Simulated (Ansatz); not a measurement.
Starting cell, GeO₂ (rutile):

```yaml
crystal:
  lattice:
    - [4.48750, 0.00000, 0.00000]
    - [0.00000, 4.48750, 0.00000]
    - [0.00000, 0.00000, 2.90497]
  atoms:
    - { symbol: Ge, position: [0.00000, 0.00000, 0.00000] }
    - { symbol: Ge, position: [0.50000, 0.50000, 0.50000] }
    - { symbol: O, position: [0.30714, 0.30714, 0.00000] }
    - { symbol: O, position: [0.80714, 0.19286, 0.50000] }
    - { symbol: O, position: [0.19286, 0.80714, 0.50000] }
    - { symbol: O, position: [0.69286, 0.69286, 0.00000] }
```

The atoms are displaced by Q × the pattern below (from a DFPT mode at Γ, largest move 1; Q in Å), at fixed cell.

```tsv
atom	x	y	z
O3	-0.707	0.707	0.000
O4	-0.707	-0.707	0.000
O5	0.707	0.707	0.000
O6	0.707	-0.707	0.000
```

Atoms not listed stay in place.

Level of theory: PBE (plane waves to 420 eV, PAW, scalar-relativistic; Ansatz, a quantum-chemistry and plane-wave program). k mesh 8×8×11 (Γ-centred), Fermi-Dirac smearing 0.05 eV. GeO2 was relaxed with its symmetry unable to fall. 

```csv
Q (Å),−dE/dQ from forces (eV/Å)
-0.180,1.281
-0.150,0.990
-0.120,0.742
-0.090,0.527
-0.060,0.337
-0.030,0.164
0.000,0.000
0.030,-0.164
0.060,-0.337
0.090,-0.527
0.120,-0.742
0.150,-0.990
0.180,-1.281
```

Question: What harmonic wavenumber does the curvature at Q = 0 give?

Answer: 152 cm⁻¹. E″ = 5.43 eV/Å², M = Σ mᵢ|uᵢ|² = 64.0 u, ν̃ = 521.5·√(|E″|/M).

(A displaced cell: forces are minus the slopes of the energy, force constants its curvatures, and phonons follow from these.)
